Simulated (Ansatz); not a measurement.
Predict the output of the script below (the Python package of Ansatz (0.2.0)).

`mo.py`:
```python
# -*- coding: utf-8 -*-
"""Enthalpies of two structures of Mo under pressure."""

import warnings

import ansatz as az
import numpy as np


def hcp(first, a):
    return (
        az.Lattice.from_parameters(a, a, 1.633 * a, alpha=90, beta=90, gamma=120)
        .space_group(194)
        .atom(first, [1 / 3, 2 / 3, 0.25])
    )


def sc(A, a):
    return (
        az.Lattice.cubic(a)
        .space_group(221)
        .atom(A, [0, 0, 0])
    )


def solve(name, crystal, pressure=0.0):
    calc = crystal.calculation().basis(470).kpoints(spacing=0.3).occupations("gaussian", width=0.05)
    calc = calc.relax(force_tolerance=0.03, cell=True, pressure=pressure)
    return calc.run(threads=1)


def volume_per_atom(outcome):
    return abs(np.linalg.det(outcome.lattice.cell_ang)) / len(outcome.lattice.sites)

warnings.simplefilter("ignore", az.DeckWarning)

phases = {}
phases["hcp"] = hcp("Mo", 2.8)
phases["sc"] = sc("Mo", 2.58)

# H = E + PV, with 1 eV per cubic angstrom equal to 160.2 GPa
pressures = [0, 5, 10, 20]
enthalpy, volume = {name: [] for name in phases}, {name: [] for name in phases}
for p in pressures:
    for name, crystal in phases.items():
        o = solve(name, crystal, pressure=p)
        volume[name].append(volume_per_atom(o))
        enthalpy[name].append(o.report["energy_sigma0_ev"] / len(o.lattice.sites) + p * volume[name][-1] / 160.21766)
gap = np.array(enthalpy["sc"]) - np.array(enthalpy["hcp"])
rows = [(p, va, vb, 1000 * d) for p, va, vb, d in zip(pressures, volume["hcp"], volume["sc"], gap)]
print("   P (GPa)  V hcp (A^3/atom)  V sc (A^3/atom)  H(sc) - H(hcp) (meV/atom)")
for row in rows:
    print(f"{row[0]:10d}  {row[1]:16.3f}  {row[2]:15.3f}  {row[3]:+25.1f}")
crossings = [p0 - g0 * (p1 - p0) / (g1 - g0) for p0, p1, g0, g1 in zip(pressures, pressures[1:], gap, gap[1:]) if g0 * g1 < 0]
print("crossing near", [round(float(p), 1) for p in crossings], "GPa") if crossings else print("no crossing in this range")
```

```console
$ python mo.py
   P (GPa)  V hcp (A^3/atom)  V sc (A^3/atom)  H(sc) - H(hcp) (meV/atom)
         0            16.053           17.585                     +736.8
         5            15.733           17.157                     +783.0
        10            15.446           16.775                     +825.9
        20            14.929           16.125                     +903.8
no crossing in this range
```

Caveats:
- Spin is left out of this run.
- At a fixed pressure a relaxation lowers the enthalpy F + PV, while F alone can rise.
- No functional is typed, so the default, PBE, holds.
- Only these two structures are compared, at zero temperature and with their symmetry kept; either may be hypothetical, and another phase may be lower than both. Differences under about 40 meV an atom lie within the error of mesh and functional.
- The cells are prototypes set up for this calculation and needn't exist.
- Timing: 63 s on 1 thread of Arm Neoverse V1, with other jobs on the host, peak memory 0.38 GiB.

(A comment or docstring line of the script was reworded after the run, the code is as it ran; lines on the test bed's own set-up are left out of the output.)
